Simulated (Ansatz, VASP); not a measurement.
SrO in VASP and in Ansatz

```
Sr O
1.0
     3.55329    0.00000    0.00000
    -1.77664    3.07724    0.00000
     0.00000    0.00000    6.21730
Sr O
2 2
Cartesian
  0.0000 1.6015 1.5543
  1.7766 1.0257 4.6630
  0.0000 0.0000 0.0000
  0.0000 0.0000 3.1087
```

Alike in both runs: task single point; functional PBEsol; k mesh 9 × 9 × 4; occupations gaussian, width 0.05 eV; no spin polarisation.

```csv
,VASP,Ansatz
version,VASP 6.6.1,Ansatz 0.2.0
potentials or method,"VASP PAW PBE potentials, release 64 (Sr_sv, O)","scalar-relativistic, plane waves, PAW"
plane-wave cutoff (eV),520,420
valence electrons in the cell,32,32
```

```csv
,VASP,Ansatz,Ansatz less VASP
gap on the k mesh at the Fermi level (eV),2.79,2.83,+0.042
least direct gap on the mesh (eV),2.86,2.87,+0.014
pressure (GPa),2.6,1.8,-0.80
largest component of the traceless stress (GPa),2.15,1.82,-0.330
rms of the force components (eV/Å),0.914,0.860,-0.0546
```

Atom by atom the forces differ by 0.055 eV/Å (rms over components).

Caveats: the PAW data sets were made with another functional, which shifts forces and pressure a little (VASP); an odd mesh through Γ misses points on the zone boundary, where band edges often lie.
